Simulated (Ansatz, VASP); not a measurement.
## LiF in VASP and in Ansatz

```
CELL_PARAMETERS angstrom
2.55953 0.00000 0.00000
0.00000 2.66191 0.00000
0.00000 0.00000 2.55953
ATOMIC_POSITIONS crystal
Li 0.00000 0.00000 0.00000
F 0.50000 0.50000 0.50000
```

Change from the starting cell: strain +0.0400 x Voigt [0, 1, 0, 0, 0, 0], atoms carried along.

Alike in both runs: task single point; functional PBE; k mesh 10 × 10 × 10; occupations gaussian, width 0.05 eV; no spin polarisation.

|  | VASP | Ansatz |
| --- | --- | --- |
| version | VASP 6.6.1 | Ansatz 0.2.0 |
| potentials or method | VASP PAW PBE potentials, release 64 (Li_sv, F) | scalar-relativistic, plane waves, PAW |
| plane-wave cutoff (eV) | 520 | 420 |
| valence electrons in the cell | 10 | 10 |

```tsv
	VASP	Ansatz	Ansatz less VASP
gap on the k mesh at the Fermi level (eV)	7.09	7.08	-0.009
least direct gap on the mesh (eV)	7.68	7.67	-0.009
```

With one functional, cell and mesh, what is left measures potentials, basis and numerics.

 A k mesh can miss the band edges.
